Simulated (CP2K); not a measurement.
Runs of CP2K 2026.2 on NaCl. Symmetry: Fm-3m, No. 225, cubic system. Conventional cell: a = 5.588 Å, b = 5.588 Å, c = 5.588 Å, α = 90.00°, β = 90.00°, γ = 90.00°. Cl (site symmetry m-3m) has 6 Na at 2.79 Å as nearest neighbours. Na (site symmetry m-3m) has 6 Cl at 2.79 Å as nearest neighbours. The cell is a database's computed one.

```csv
potentials or basis,gap on the mesh (eV),pressure (GPa)
"GTH_POTENTIALS Cl GTH-BLYP-q7, Na GTH-BLYP-q9; DZVP-MOLOPT-SR-GTH basis",5.17,1.8
"POTENTIAL_UZH Cl GTH-PBE0-q7, Na GTH-PBE0-q9; DZVP-MOLOPT-SR-GTH basis",5.15,(b)
"POTENTIAL_UZH Cl GTH-SCAN-q7, Na GTH-SCAN-q9; DZVP-MOLOPT-SR-GTH basis",5.24,1.7
"GTH_POTENTIALS Cl GTH-PBE-q7, Na GTH-PBE-q9; DZVP-MOLOPT-SR-GTH basis",5.16,1.7
"GTH_POTENTIALS Cl GTH-PADE-q7, Na GTH-PADE-q9; DZVP-MOLOPT-SR-GTH basis",5.22,(a)
```

Alike in all rows: task atomic charges; level PBE; no spin polarisation; cell as given; k mesh 8 × 8 × 8; smearing fermi-dirac 0.05 eV.

**Question.** Fill in the values left out.

**Answer.** (a) 1.4; (b) 1.5.

Caveats: the basis of atomic orbitals isn't converged, which shifts pressures, moduli and gaps; the potentials were made for another functional, which shifts forces and pressure (some runs).

